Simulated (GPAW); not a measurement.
# Nb (P-1) in GPAW: reference runs

Aim: a first look at Nb with PBE, on the cell as given.

All numbers are computed with GPAW 26.7.0; they aren't measurements. Logs are shortened: lines on timing, memory, paths and dates and some standing lists are left out, and cuts for length are marked. The log counts tension as positive stress, the text compression.

## (1) The cell of the first run

The typed cell holds 1 atom: a = 2.707 Å, b = 3.357 Å, c = 2.926 Å, α = 126.55°, β = 106.47°, γ = 102.66°.

This isn't the form of Nb at room conditions, which is bcc.

## (2) Single point, PBE (cell sheared at random, sigma 0.1, atoms nudged by 0.01 Å)

run.py

```python
from ase import Atoms
from ase.dft.bandgap import bandgap
from ase.io import write
from ase.units import Bohr, GPa
from gpaw import GPAW, PW
from gpaw.elf import elf_from_dft_calculation

atoms = Atoms(['Nb'],
              cell=[[-1.45458837, 1.60092034, 1.62730152],
                    [1.61901073, -1.98182682, 2.17263036],
                    [1.2182993, 1.74553775, -2.008208]],
              scaled_positions=[[0.0, 0.0, 0.0]],
              pbc=True)

calc = GPAW(mode=PW(600),
            xc='PBE',
            kpts={'size': (12, 11, 13), 'gamma': True},
            occupations={'name': 'fermi-dirac', 'width': 0.05},
            nbands=15,
            convergence={'density': 1e-05, 'energy': 1e-05},
            maxiter=150,
            txt='gpaw.txt')
atoms.calc = calc
energy = atoms.get_potential_energy()
forces = atoms.get_forces()
stress = atoms.get_stress()
calc.write('gs.gpw')
write('result.traj', atoms)
print(f'Energy: {energy:.6f} eV')
print('Forces (eV/A):')
print(forces.round(4))
print('Stress (GPa):', (stress / GPa).round(3))
print('Fermi level:', round(calc.get_fermi_level(), 4), 'eV')
print(f'Gap: {bandgap(calc)[0]:.4f} eV, direct: {bandgap(calc, direct=True)[0]:.4f} eV')

# fields on the real-space grid
write('density.cube', atoms, data=calc.get_pseudo_density() * Bohr**3)
write('potential.cube', atoms, data=calc.get_electrostatic_potential())
write('elf.cube', atoms, data=elf_from_dft_calculation(calc).data)
```

Potentials or basis: GPAW PAW data sets (gpaw-data 1.2.1), pw.

Started as:

```sh
$ OMP_NUM_THREADS=1 python run.py
```

gpaw.txt:

```text
__  _  _
 | _ |_)|_||  |
 |__||  | ||/\| - 26.7.0

Input parameters:
  mode=PW(ecut=600.0),
  convergence={'density': 1e-05, 'energy': 1e-05},
  kpts=MonkhorstPack(size=(12, 11, 13), gamma=True),
  maxiter=150,
  nbands=15,
  occupations=Occupations(name='fermi-dirac', width=0.05),
  xc=XC(name='PBE')

Diagonalizing LCAO Hamiltonian
Converting LCAO to pw mode

       Nb

Atoms  # Å, Bohr magnetons
|   | symbol |        x |        y |        z |    initial magnetic moments |
|---|--------|----------|----------|----------|-----------------------------|
| 0 |     Nb | 0.000000 | 0.000000 | 0.000000 | ( 0.0000,  0.0000,  0.0000) |

Unit cell  # Å
| periodic |         x |         y |         z |  lengths |     angles |
|----------|-----------|-----------|-----------|----------|------------|
|      yes | -1.454588 |  1.600920 |  1.627302 | 2.706822 | 126.547233 |
|      yes |  1.619011 | -1.981827 |  2.172630 | 3.356956 | 106.468555 |
|      yes |  1.218299 |  1.745538 | -2.008208 | 2.926441 | 102.664736 |

Number of symmetries: 2
Symmetry operations  # r_c * U_cc + t_c -> r_c
|   | kind |            matrix            |
|---|------|------------------------------|
| 0 |  E   |  1, 0, 0,  0, 1, 0,  0, 0, 1 |
| 1 |  i   | -1, 0, 0,  0,-1, 0,  0, 0,-1 |

BZ-sampling:
  Number of BZ points: 1716
  Number of IBZ points: 859

  Monkhorst-Pack size: [12, 11, 13]
  Monkhorst-Pack shift: [0.041666666666666664, 0.0, 0.0]

K-points  # in reciprocal-cell coordinates
|     |                                coordinates |     weight |
|-----|--------------------------------------------|------------|
|   0 | ( -0.00000000,   0.00000000,   0.00000000) | 0.00058275 |
|   1 | ( -0.00000000,   0.00000000,   0.07692308) | 0.00116550 |
|   2 | ( -0.00000000,   0.00000000,   0.15384615) | 0.00116550 |
|   3 | ( -0.00000000,   0.00000000,   0.23076923) | 0.00116550 |
|   4 | ( -0.00000000,   0.00000000,   0.30769231) | 0.00116550 |
|   5 | ( -0.00000000,   0.00000000,   0.38461538) | 0.00116550 |
|   6 | ( -0.00000000,   0.00000000,   0.46153846) | 0.00116550 |
|   7 | ( -0.00000000,   0.09090909,  -0.46153846) | 0.00116550 |
|   8 | ( -0.00000000,   0.09090909,  -0.38461538) | 0.00116550 |
|   9 | ( -0.00000000,   0.09090909,  -0.30769231) | 0.00116550 |
| ... |                                            |            |
| 858 | (  0.50000000,   0.45454545,   0.46153846) | 0.00116550 |

Plane wave coefficients: 604
Cutoff: 600.0 eV

Spin-components: 1 (collinear spins)
Bands:           15
Projectors:      6
Spin-degeneracy: 2
Datatype:        complex128

Density:
  Valence electrons: 13.0
  Components: 1
  Grid points: [16 20 18]
  Charge: 0.0  # |e|

Potential:
  Grid points: [16 20 18]

species:
  Nb:
    name:    Niobium
    Z:       41.0
    valence: 13
    core:    28
    charge:  0.0  # [|e|]
    compensation charges:
      type: gauss
      rc: 0.40  # [Å]
      lmax: 2
    cutoffs:
      filter: 2.35  # [Å]
      core: 1.51  # [Å]
    projectors
    | kind |    occ | energy [eV] | rcut [Å] |
    |------|--------|-------------|----------|
    |   4s |  2.000 |     -58.361 |    1.323 |
    |   5s |  1.000 |      -3.980 |    1.323 |
    |   4p |  6.000 |     -34.526 |    1.323 |
    |   5p |  0.000 |      -1.111 |    1.323 |
    |   4d |  4.000 |      -3.041 |    1.244 |
    |    d |        |      24.171 |    1.244 |

    Using partial waves for Nb as LCAO basis

Reference energy: -103906.147789  # eV

eigensolver:
  PPCG
  Converge bands: occupied
  niter=2

density mixing:
  MSR1-Mixer
  Pratt-step length: 0.05
  Maximum mixing coefficient: 0.75
  Old densities: 10
  SVD Regularization: 0.005
  Good broyden scale: 1.0
  Trust region scale: 1.0
  Backstep threshold: 4.0
  History deletion threshold: 6.0
  Fourier metric: weight=20.0, sigma=0.015

occupation numbers:
  Fermi-Dirac:
    width: 0.0500  # eV

poisson solver:
  ecut: 4800.0  # eV

xc functional:
[... 9 lines left out ...]
|iter     | |      energy | eigst |  dens |
|---------|-|-------------|-------|-------|
|iter:   1| |  -10.484404 | +0.03 |       |
|iter:   2| |  -10.401161 | -2.61 | -1.06 |
|iter:   3| |   -9.989727 | -1.59 | -1.10 |
|iter:   4| |   -9.988648 | -3.02 | -1.81 |
|iter:   5| |   -9.989403 | -4.27 | -2.18 |
|iter:   6| |   -9.989428 | -5.81 | -3.08 |
|iter:   7| |   -9.989429c| -7.44c| -4.00 |
|iter:   8| |   -9.989429c| -7.96c| -4.47 |
|iter:   9| |   -9.989429c| -9.08c| -5.44c|

Converged in 9 steps
Energy contributions relative to reference atoms: (reference = -103906.147789)

Energy contributions:
  Kinetic:           2.930586
  Coulomb:          -6.089895
  Zero:             -0.057677
  External:          0.000000
  Xc:               -6.768415
  Entropy:          -0.008056
  Spinorbit:         0.000000
  ----------------------------
  Free energy:      -9.993457
  Extrapolated:     -9.989429

dipole moment: (-5.054230, -4.988104, -6.549246)  # |e|*Ang

Fermi level: 11.899
Eigenvalues  # (at kpt = [-0.000, 0.000, 0.000])
| band index |      eig [eV] | occ [0-2] |
|------------|---------------|-----------|
|          0 |       -42.799 |     2.000 |
|          1 |       -18.457 |     2.000 |
|          2 |       -17.824 |     2.000 |
|          3 |       -17.648 |     2.000 |
|          4 |         5.771 |     2.000 |
|          5 |         9.647 |     2.000 |
|          6 |        11.664 |     1.982 |
|          7 |        13.527 |     0.000 |
|          8 |        15.106 |     0.000 |
|          9 |        16.705 |     0.000 |
|         10 |        23.966 |     0.000 |
|         11 |        26.017 |     0.000 |
|         12 |        31.219 |     0.000 |
|         13 |        33.799 |     0.000 |
|         14 |        35.266 |     0.000 |

No gap
No difference between direct/indirect transitions

Forces  # eV/Ang
|       x |       y |       z |
|---------|---------|---------|
| 0.00000 | 0.00000 | 0.00000 |  # Nb   0

Stress tensor  # eV/Ang^3
|         x |         y |         z |
|-----------|-----------|-----------|
| -0.158564 | -0.003961 |  0.010739 |
| -0.003961 | -0.008569 | -0.077475 |
|  0.010739 | -0.077475 | -0.028929 |

# Writing to gs.gpw (mode='')
```

stdout:

```text
Energy: -9.989429 eV
Forces (eV/A):
[[0. 0. 0.]]
Stress (GPa): [-25.405  -1.373  -4.635 -12.413   1.721  -0.635]
Fermi level: 11.8989 eV
Gap: 0.0000 eV, direct: 0.0000 eV
```

Run time: 1.9 min. Hardware: 1 thread of Arm Neoverse V2, shared host; peak memory 0.34 GiB.

What came out:

- Free energy: -9.9935 eV
- Pressure: 10.5 GPa
- Band gap on the k mesh: none (metal or under the smearing width)
